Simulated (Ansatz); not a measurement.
# Sb (Pm-3m) in Ansatz: further runs

Runs on Sb. Level: PBE0. Tasks: single point, equation of state.

All numbers are computed with Ansatz 0.2.0; they aren't measurements. Logs are shortened: lines on timing, memory, paths and dates and some standing lists are left out, and cuts for length are marked.

### Step 1. Starting point

Symmetry: Pm-3m, No. 221, cubic system. The conventional cell has a = 3.160 Å, b = 3.160 Å, c = 3.160 Å, α = 90.00°, β = 90.00°, γ = 90.00°. Sb (site symmetry m-3m) has 6 Sb at 3.16 Å as nearest neighbours.

This isn't the form of Sb at room conditions, which is rhombohedral.

### Step 2. Single point, PBE0, 29.66 Å³/atom (volume scaled by 0.94)

Input file input:

```
crystal:
  lattice:
    - [3.0954921035, 0.0, 0.0]
    - [0.0, 3.0954921035, 0.0]
    - [0.0, 0.0, 3.0954921035]
  atoms:
    - { symbol: Sb, position: [0.0, 0.0, 0.0] }
hamiltonian:
  xc: pbe0
  pseudopotentials: { kind: paw }
kpoints:
  mp_grid: { grid: [6, 6, 6] }
scf:
  occupations: { method: fermi_dirac, width: 0.05 }
output:
  forces: true
  stress: true
  eigenvalues: true
  write_density: true
  write_potential: true
  elf: true
  volumetric_format: npy
```

Potentials or basis: Ansatz PAW.

What it wrote:

```text
Warning: output.stress: scf.convergence.dr2_threshold = 1e-7 eV (the SCF's general default) is looser than the 1e-10 eV advised for a printed stress (1e-10 eV for each atom of the cell: 1). What an SCF threshold leaves in a stress goes as its square root, and in the free energy as the threshold itself, and one threshold admits the most on a small cell: of the crystals measured, under no hybrid functional and no lock of the moments, on runs that ended without the residual-converged pass, on stresses that held no estimate of that error, the worst erred by over 100 MPa in a component at 1e-7 eV an atom and by under 5 at 1e-10. Set scf.convergence.dr2_threshold to 1e-10 eV or tighter. The threshold is an SCF's pass mark: one that does not reach it within its budget of iterations ends unconverged, or closes short of it on a stop that the run arms, and scf.convergence.dr2_threshold's page says what that costs each kind of run
Warning: output.stress: scf.exx.energy_threshold = 1e-6 eV is looser than the 1e-8 eV advised for a stress under a hybrid functional (1e-8 eV for each atom of the cell: 1). Every SCF of the exchange loop can meet its threshold on dr2 while the loop round them stops early: no threshold on dr2 bounds what that leaves in the stress. Set scf.exx.energy_threshold to 1e-8 eV or tighter. The threshold is the loop's pass mark: a loop that does not reach it within its budget of cycles ends unconverged, and scf.exx.energy_threshold's page has the law
GPUs: using 1 of 1 available (devices: 1).
Engine: ansatz 0.2.0, x86_64-unknown-linux-gnu
Pseudopotentials: kind: paw
Pseudopotential: Sb, paw, valence charge 15, recommended cutoff 420 eV (normal), Sb.paw.azcp
Functional definition: PBE0
  parameter a = 0.25
  parameter kappa = 0.804
  parameter beta = 0.06672455060314922
  exchange = (1 - a)*pbe_x(kappa = kappa, mu = beta*pi^2/3) + a*exact_x
  correlation = pbe_c(beta = beta)
device memory: the entry about to start is reckoned to put 0.4 GiB on a device that reports 53.4 GiB free (of which the cap on the GPU budget leaves the run 18.0 GiB)
GPU FFT provider: cuFFT
GPU libraries: cuBLAS 13.8.2, cuFFT 12.4.0, cuSOLVER 12.3.4
Crystal: 1 atoms, lattice volume = 29.661 Å³
Basis set: ecut = 420 eV, 587 PW (Γ), exchange–correlation on 48×48×48 points (8 copies of the dense FFT grid, shifted against one another)
Bands: 12, of which v1, the nominal top of the filled ones, is band 8 counted from 1 (7 counted from 0)
Symmetry: 48 space group operations
Space group: Pm-3m (ITA 221), of the structure as read, at distance tolerance 3.1e-5 Å
k-points: 20 of 216
Non-local potential: Sb, projectors of the file, l = 0: 2, l = 1: 2, l = 2: 2, l = 3: 2
PAW form: soft (Blöchl's): semilocal exchange-correlation on the pseudo side does not see the compensation charge
PAW frozen core: Sb, regenerated for the run's functional, and the local potential with it (the file was generated under x = pbe(κ = 0.804, μ = 0.2195149727645171), c = pbe(β = 0.06672455060314922))
PAW one-centre angular grid: Sb, 590 points (default); XC on 64 Gauss nodes
Initial density: superposition of atomic densities (neutral atoms: chi_scale 0, normalization atom), corrected by the library's trained network
Initial wavefunctions: pseudopotential atomic-orbital guess
GPU buffer pool allocated for 13824 grid points (all kernels)
GPU transforms: local potential and band sums: pruned to the plane-wave sphere, on 24×24×24
Functional: x = pbe(κ = 0.804, μ = 0.2195149727645171), c = pbe(β = 0.06672455060314922), warm-up for x = 0.75 pbe(κ = 0.804, μ = 0.2195149727645171) + 0.25 exact, c = pbe(β = 0.06672455060314922)
SCF iter   1: F=—  HF=-6484.465752 eV  |F-HF|=—  |Δ(HF+E_count)|=         —  Δρ=5.49e-4  dr2=1.07e-4  ethr=1.77e-3  ⟨swp⟩=11.2  Hψ=1199  notcnv=0
preconditioner: auto → none  [metal: Δε(μ)=0.028 eV  Ē_g=12.278 eV  σ=0.050 eV  W_gap=0.14  n_scr=6 (ndim 8)  ℏωp=15.2 eV  f_vac=0.002  D(μ)=1.11/eV (n_scr^D=6)  sad-step TF]
SCF iter   2: F=—  HF=-6484.465955 eV  |F-HF|=—  |Δ(HF+E_count)|=   2.02e-4  Δρ=3.74e-4  dr2=5.81e-5  ethr=7.16e-7  ⟨swp⟩=4.5  Hψ=764  notcnv=0  defer=3
iter 3 solved again at ethr=2.58e-8 eV; its pass at ethr=3.87e-7 eV (dr2=3.86e-6 eV) is discarded
SCF iter   3: F=—  HF=-6484.465994 eV  |F-HF|=—  |Δ(HF+E_count)|=   3.95e-5  Δρ=8.31e-5  dr2=3.87e-6  ethr=2.58e-8  ⟨swp⟩=2.4  Hψ=851  notcnv=0  defer=1
SCF iter   4: F=—  HF=-6484.465996 eV  |F-HF|=—  |Δ(HF+E_count)|=   1.56e-6  Δρ=1.61e-5  dr2=3.19e-8  ethr=2.58e-8  ⟨swp⟩=3.1  Hψ=455  notcnv=0  defer=1
SCF iter   5: F=—  HF=-6484.465996 eV  |F-HF|=—  |Δ(HF+E_count)|=   1.45e-7  Δρ=3.51e-6  dr2=1.55e-9  ethr=2.12e-10  ⟨swp⟩=4.0  Hψ=648  notcnv=0
SCF iter   6: F=-6484.465996 eV  HF=-6484.465996 eV  |F-HF|=8.82e-11  |Δ(HF+E_count)|=   1.10e-9  Δρ=5.20e-7  dr2=6.68e-11  ethr=1.04e-11  ⟨swp⟩=3.0  Hψ=442  notcnv=0
SCF 1 converged in 6 iterations: F = -6484.465996 eV  dr2 = 6.68e-11
device memory: the entry about to start is reckoned to put 1.0 GiB on a device that reports 53.4 GiB free (of which the cap on the GPU budget leaves the run 18.0 GiB)
GPU FFT provider: cuFFT
GPU libraries: cuBLAS 13.8.2, cuFFT 12.4.0, cuSOLVER 12.3.4
[... 35 lines left out ...]
Frozen-core exchange: fock
SCF iter   1: F=—  HF=-6487.843218 eV  |F-HF|=—  |Δ(HF+E_count)|=         —  Δρ=2.80e-4  dr2=1.12e-4  ethr=1.52e-4  ⟨swp⟩=2.0  Hψ=480  notcnv=0
preconditioner: auto → none  [insulator: Δε(μ)=0.410 eV  Ē_g=14.243 eV  σ=0.050 eV  W_gap=0.97  n_scr=6 (ndim 8)  ℏωp=15.2 eV  f_vac=0.001  D(μ)=0.07/eV (n_scr^D=0)]
SCF iter   2: F=-6487.843772 eV  HF=-6487.843772 eV  |F-HF|=3.77e-7  |Δ(HF+E_count)|=   5.54e-4  Δρ=6.02e-5  dr2=1.44e-6  ethr=1.07e-7  ⟨swp⟩=3.0  Hψ=435  notcnv=0
SCF 4 stopped early in 2 iterations: F = -6487.843772 eV  dr2 = 1.44e-6
hybrid outer 3: dexx = +6.156e-4 eV, tail = 2.35e-2 eV, Δε = 1.48e-1 eV (about 8.62e-3 eV left of the loop's levels)
GPU FFT provider: cuFFT
GPU libraries: cuBLAS 13.8.2, cuFFT 12.4.0, cuSOLVER 12.3.4
GPU buffer pool allocated for 13824 grid points (all kernels)
GPU transforms: local potential and band sums: pruned to the plane-wave sphere, on 24×24×24
Exchange kernel: α = 0.2500, full range, Wigner–Seitz truncation, v(0) = 11822.3762 eV·Å³, q-mesh 6×6×6, nearest image of the exchange supercell L = 18.57 Å, pair-density grid 15×15×15, without the augmentation charges, whose exchange is taken in its separable form by FFT convolution over the k-point mesh (sized by the pseudopotential files, 24×24×24 at the most), smooth part of the exact exchange by density-matrix convolution in up to 2.04 GiB of GPU memory as planned if the GPU has room (build and FFT work areas not counted)
Frozen-core exchange: fock
SCF iter   1: F=—  HF=-6487.843728 eV  |F-HF|=—  |Δ(HF+E_count)|=         —  Δρ=2.62e-5  dr2=2.53e-6  ethr=1.09e-7  ⟨swp⟩=4.0  Hψ=590  notcnv=0
preconditioner: auto → none  [insulator: Δε(μ)=0.513 eV  Ē_g=14.245 eV  σ=0.050 eV  W_gap=0.99  n_scr=6 (ndim 8)  ℏωp=15.2 eV  f_vac=0.001  D(μ)=0.03/eV (n_scr^D=0)]
SCF iter   2: F=—  HF=-6487.843728 eV  |F-HF|=—  |Δ(HF+E_count)|=   6.91e-8  Δρ=1.35e-5  dr2=2.30e-6  ethr=1.98e-9  ⟨swp⟩=2.9  Hψ=428  notcnv=0
SCF iter   3: F=—  HF=-6487.843779 eV  |F-HF|=—  |Δ(HF+E_count)|=   5.15e-5  Δρ=1.74e-5  dr2=1.63e-7  ethr=3.08e-10  ⟨swp⟩=4.1  Hψ=585  notcnv=0
SCF iter   4: F=—  HF=-6487.843779 eV  |F-HF|=—  |Δ(HF+E_count)|=   5.69e-8  Δρ=1.49e-6  dr2=1.78e-8  ethr=3.08e-10  ⟨swp⟩=3.0  Hψ=445  notcnv=0
SCF iter   5: F=-6487.843779 eV  HF=-6487.843779 eV  |F-HF|=1.58e-9  |Δ(HF+E_count)|=   1.21e-7  Δρ=2.74e-6  dr2=3.82e-9  ethr=2.50e-12  ⟨swp⟩=4.7  Hψ=793  notcnv=0  defer=1
SCF 5 converged in 5 iterations: F = -6487.843779 eV  dr2 = 3.82e-9
  Residual-converged pass: ⟨swp⟩=2.0  Hψ=316  notcnv=0  max |occ|·‖R‖ = 2.2e-6 eV (tolerance 2.4e-6 eV)  dr2=3.82e-9  dr2_onsite=8.91e-11  max |Δocc| = 4.0e-15
hybrid outer 4: dexx = +9.557e-8 eV, tail = 5.13e-7 eV, Δε = 5.52e-3 eV (about 7.91e-4 eV left of the loop's levels)
GPU FFT provider: cuFFT
GPU libraries: cuBLAS 13.8.2, cuFFT 12.4.0, cuSOLVER 12.3.4
GPU buffer pool allocated for 13824 grid points (all kernels)
GPU transforms: local potential and band sums: pruned to the plane-wave sphere, on 24×24×24
Exchange kernel: α = 0.2500, full range, Wigner–Seitz truncation, v(0) = 11822.3762 eV·Å³, q-mesh 6×6×6, nearest image of the exchange supercell L = 18.57 Å, pair-density grid 15×15×15, without the augmentation charges, whose exchange is taken in its separable form by FFT convolution over the k-point mesh (sized by the pseudopotential files, 24×24×24 at the most), smooth part of the exact exchange by density-matrix convolution in up to 2.04 GiB of GPU memory as planned if the GPU has room (build and FFT work areas not counted)
Frozen-core exchange: fock
SCF iter   1: F=—  HF=-6487.843779 eV  |F-HF|=—  |Δ(HF+E_count)|=         —  Δρ=3.10e-6  dr2=4.49e-9  ethr=8.89e-10  ⟨swp⟩=4.0  Hψ=536  notcnv=0
preconditioner: auto → none  [insulator: Δε(μ)=0.514 eV  Ē_g=14.245 eV  σ=0.050 eV  W_gap=0.99  n_scr=6 (ndim 8)  ℏωp=15.2 eV  f_vac=0.001  D(μ)=0.03/eV (n_scr^D=0)]
SCF iter   2: F=-6487.843779 eV  HF=-6487.843779 eV  |F-HF|=0.00e0  |Δ(HF+E_count)|=   1.67e-9  Δρ=1.77e-7  dr2=7.70e-12  ethr=2.99e-11  ⟨swp⟩=2.8  Hψ=417  notcnv=0
SCF 6 converged in 2 iterations: F = -6487.843779 eV  dr2 = 7.70e-12
  Residual-converged pass: ⟨swp⟩=2.9  Hψ=426  notcnv=0  max |occ|·‖R‖ = 2.4e-6 eV (tolerance 2.4e-6 eV)  dr2=8.10e-12  dr2_onsite=5.16e-12  max |Δocc| = 6.2e-14
hybrid outer 5: dexx = +1.616e-11 eV, tail = 2.49e-11 eV, Δε = 1.23e-4 eV (about 6.16e-5 eV left of the loop's levels), ΔF = 8.06e-28 eV/Å (tail inf)
hybrid SCF converged: 5 outer / 18 inner (+6 warm-up), last move |dexx| = 1.62e-11 eV, tail = 2.49e-11 eV
Stability not checked: this state was not tested for a lower state beside it, because the functional holds exact exchange (a hybrid, or Hartree-Fock), whose exchange loop this test does not read (fock_operator; see scf.lower_state_search)
Free energy (F): -6487.843779 eV
Frozen-core exchange: fock
Harris-Foulkes:  -6487.843779 eV  (|F-HF|=0.00e0)
Internal energy: -6487.843380 eV  (E = F + TS)
E sigma→0 (E₀):  -6487.843580 eV
Entropy (-TS):   -0.000399 eV (-0.399 meV/atom)
Fermi energy:    10.295025 eV
--- Per-component energies (eV) ---
  E_band       = -202.414057
  E_kinetic    = 205.983182
  E_local      = -1563.745824  (includes V_loc(G=0)·N_el)
  E_nonlocal   = 361.890596
  E_hartree    = 710.550327
  E_xc         = -106.541367
  E_vxc        = -74.396047  (∫ρ·V_xc dr)
  E_exx        = -46.575081  (= α·E_x^exact, valence–valence)
  E_paw        = -4564.605300  (= ΣΔE_a)
  E_vpaw       = -460.096398  (= ΣTr[D̂ρ^β])
  E_aug_tail   = -0.000001  (compensation charges beyond the density's cutoff)
  E_ewald      = -1484.839438
  E_core_change = 0.039526  (= ΣΔE_core)
  E_smearing   = -0.000399  (= −TS)
  E_closure    = -0.000000  (closes the sum)
  Σ components = -6487.843779   (vs F -6487.843779, Δ=-9.09e-13)
--- Forces (eV/Å), atoms counted from 1 ---
  atom   1  Sb    -0.00000000     0.00000000     0.00000000
  max |Σ_I F_I| component: 1.35e-28 eV/Å
--- Stress (GPa, compression-positive) ---
       -2.021933      -0.000000       0.000000
       -0.000000      -2.021933       0.000000
        0.000000       0.000000      -2.021933
  P = ⅓ Tr σ = -2.0219 GPa (-20.219 kbar)
--- Band table (eV; the first three rows and the last of 20) ---
  k-point 0: bands = ["-22.2532", "-22.2532", "-22.0541", "-22.0541", "-22.0541", "-4.3895", "14.0396", "14.0396", "14.0396", "17.9122", "17.9122", "19.2409"]
  k-point 1: bands = ["-22.2512", "-22.2112", "-22.0670", "-22.0670", "-22.0531", "-3.9380", "9.7948", "14.5147", "14.5147", "18.3134", "19.1344", "22.7027"]
  k-point 2: bands = ["-22.2472", "-22.1269", "-22.0924", "-22.0924", "-22.0511", "-2.6865", "5.3177", "15.6321", "15.6321", "19.4058", "20.2786", "24.4225"]
  k-point 19: bands = ["-22.1598", "-22.1598", "-22.1598", "-21.9834", "-21.9834", "4.9522", "7.7097", "7.7097", "7.7097", "15.6004", "15.6004", "15.6004"]
```

Run time: 23 s. Hardware: 1 × NVIDIA H100 80GB HBM3 with 2 threads of AMD EPYC 7R13 (Zen 3), shared host; peak memory 1.7 GiB.

Results:

```
Free energy            : -6487.8438 eV
Pressure               : -2.0 GPa
Band gap on the k mesh : none (metal or under the smearing width)
```

Caveat: the PAW data sets come from PBE, with cores solved anew for the run's functional, which leaves a small shift of forces and pressure; the thresholds are loose for stress.

### Step 3. Single point, PBE0, 30.29 Å³/atom (volume scaled by 0.96)

Input file input:

```
crystal:
  lattice:
    - [3.117292062, 0.0, 0.0]
    - [0.0, 3.117292062, 0.0]
    - [0.0, 0.0, 3.117292062]
  atoms:
    - { symbol: Sb, position: [0.0, 0.0, 0.0] }
hamiltonian:
  xc: pbe0
  pseudopotentials: { kind: paw }
kpoints:
  mp_grid: { grid: [6, 6, 6] }
scf:
  occupations: { method: fermi_dirac, width: 0.05 }
output:
  forces: true
  stress: true
  eigenvalues: true
```

Potentials or basis: Ansatz PAW.

Run time: 27 s. Hardware: 1 × NVIDIA H100 80GB HBM3 with 2 threads of AMD EPYC 7R13 (Zen 3), shared host; peak memory 1.7 GiB.

Results (log left out):

```
Free energy            : -6487.8399 eV
Pressure               : -0.9 GPa
Band gap on the k mesh : none (metal or under the smearing width)
```

Caveat: the PAW data sets come from PBE, with cores solved anew for the run's functional, which leaves a small shift of forces and pressure; the thresholds are loose for stress.

### Step 4. Single point, PBE0, 30.92 Å³/atom (volume scaled by 0.98)

input: that of step 3 with these lines changed.

```diff
@@ -2,5 +2,5 @@
   lattice:
-    - [3.117292062, 0.0, 0.0]
-    - [0.0, 3.117292062, 0.0]
-    - [0.0, 0.0, 3.117292062]
+    - [3.1387913073, 0.0, 0.0]
+    - [0.0, 3.1387913073, 0.0]
+    - [0.0, 0.0, 3.1387913073]
   atoms:
```

It took 20 s on 1 × NVIDIA H100 80GB HBM3 with 2 threads of AMD EPYC 7R13 (Zen 3), shared host; peak memory 1.7 GiB.

It converged, with:

| Quantity | Value |
| --- | --- |
| Free energy | -6487.8338 eV |
| Pressure | -2.1 GPa |
| Band gap on the k mesh | none (metal or under the smearing width) |

Caveat: the PAW data sets come from PBE, with cores solved anew for the run's functional, which leaves a small shift of forces and pressure; the thresholds are loose for stress.

### Step 5. Single point, PBE0, 31.55 Å³/atom

input: that of step 4 with these lines changed.

```diff
@@ -2,5 +2,5 @@
   lattice:
-    - [3.1387913073, 0.0, 0.0]
-    - [0.0, 3.1387913073, 0.0]
-    - [0.0, 0.0, 3.1387913073]
+    - [3.16, 0.0, 0.0]
+    - [0.0, 3.16, 0.0]
+    - [0.0, 0.0, 3.16]
   atoms:
```

Wall time 28 s (1 × NVIDIA H100 80GB HBM3 with 2 threads of AMD EPYC 7R13 (Zen 3), shared host); peak memory 1.8 GiB.

It converged, with:

```
Free energy            : -6487.8233 eV
Pressure               : -3.2 GPa
Band gap on the k mesh : none (metal or under the smearing width)
```

Caveat: the PAW data sets come from PBE, with cores solved anew for the run's functional, which leaves a small shift of forces and pressure; the thresholds are loose for stress.

### Step 6. Single point, PBE0, 32.19 Å³/atom (volume scaled by 1.02)

input: that of step 5 with these lines changed.

```diff
@@ -2,5 +2,5 @@
   lattice:
-    - [3.16, 0.0, 0.0]
-    - [0.0, 3.16, 0.0]
-    - [0.0, 0.0, 3.16]
+    - [3.1809277622, 0.0, 0.0]
+    - [0.0, 3.1809277622, 0.0]
+    - [0.0, 0.0, 3.1809277622]
   atoms:
```

Potentials or basis: Ansatz PAW.

It took 33 s on 1 × NVIDIA H100 80GB HBM3 with 2 threads of AMD EPYC 7R13 (Zen 3), shared host; peak memory 1.8 GiB.

The run converged. Its results:

| Item | Value |
| --- | --- |
| Free energy | -6487.8088 eV |
| Pressure | -4.1 GPa |
| Band gap on the k mesh | none (metal or under the smearing width) |

Caveat: the PAW data sets come from PBE, with cores solved anew for the run's functional, which leaves a small shift of forces and pressure; the thresholds are loose for stress.

### Step 7. Single point, PBE0, 32.82 Å³/atom (volume scaled by 1.04)

input: that of step 6 with these lines changed.

```diff
@@ -2,5 +2,5 @@
   lattice:
-    - [3.1809277622, 0.0, 0.0]
-    - [0.0, 3.1809277622, 0.0]
-    - [0.0, 0.0, 3.1809277622]
+    - [3.2015837161, 0.0, 0.0]
+    - [0.0, 3.2015837161, 0.0]
+    - [0.0, 0.0, 3.2015837161]
   atoms:
```

Run time: 25 s. Hardware: 1 × NVIDIA H100 80GB HBM3 with 2 threads of AMD EPYC 7R13 (Zen 3), shared host; peak memory 1.8 GiB.

It converged, with:

```
Free energy            : -6487.7908 eV
Pressure               : -5.0 GPa
Band gap on the k mesh : none (metal or under the smearing width)
```

Caveat: the PAW data sets come from PBE, with cores solved anew for the run's functional, which leaves a small shift of forces and pressure; the thresholds are loose for stress.

### Step 8. Single point, PBE0, 33.45 Å³/atom (volume scaled by 1.06)

input: that of step 7 with these lines changed.

```diff
@@ -2,5 +2,5 @@
   lattice:
-    - [3.2015837161, 0.0, 0.0]
-    - [0.0, 3.2015837161, 0.0]
-    - [0.0, 0.0, 3.2015837161]
+    - [3.2219765189, 0.0, 0.0]
+    - [0.0, 3.2219765189, 0.0]
+    - [0.0, 0.0, 3.2219765189]
   atoms:
@@ -18 +18,5 @@
   eigenvalues: true
+  write_density: true
+  write_potential: true
+  elf: true
+  volumetric_format: npy
```

It took 42 s on 1 × NVIDIA H100 80GB HBM3 with 2 threads of AMD EPYC 7R13 (Zen 3), shared host; peak memory 1.8 GiB.

The run converged. Its results:

```yaml
Free_energy: -6487.7707 eV
Pressure: -5.1 GPa
Band_gap_on_the_k_mesh: none (metal or under the smearing width)
```

Caveat: the PAW data sets come from PBE, with cores solved anew for the run's functional, which leaves a small shift of forces and pressure; the thresholds are loose for stress.

### Step 9. Equation of state, PBE0

Potentials or basis: Ansatz PAW.

No new run: the results of the series are fitted here.

What came out:

```
Equilibrium volume : 29.48 Å³/atom (rough: see the caveat)
Bulk modulus       : 47 GPa (rough)
```

Energy against volume, from the lowest point:
| volume (Å³/atom) | energy (meV/atom) |
| --- | --- |
| 29.661 | 0.00 |
| 30.292 | 3.92 |
| 30.923 | 9.96 |
| 31.554 | 20.51 |
| 32.186 | 35.00 |
| 32.817 | 52.99 |
| 33.448 | 73.05 |

Caveat: the fit is doubtful: noisy points or a state that changes with volume; the minimum lies outside the volumes run; the PAW data sets were made with another functional, which shifts forces and pressure a little. Spin-orbit coupling is left out, which matters for the levels of Sb.
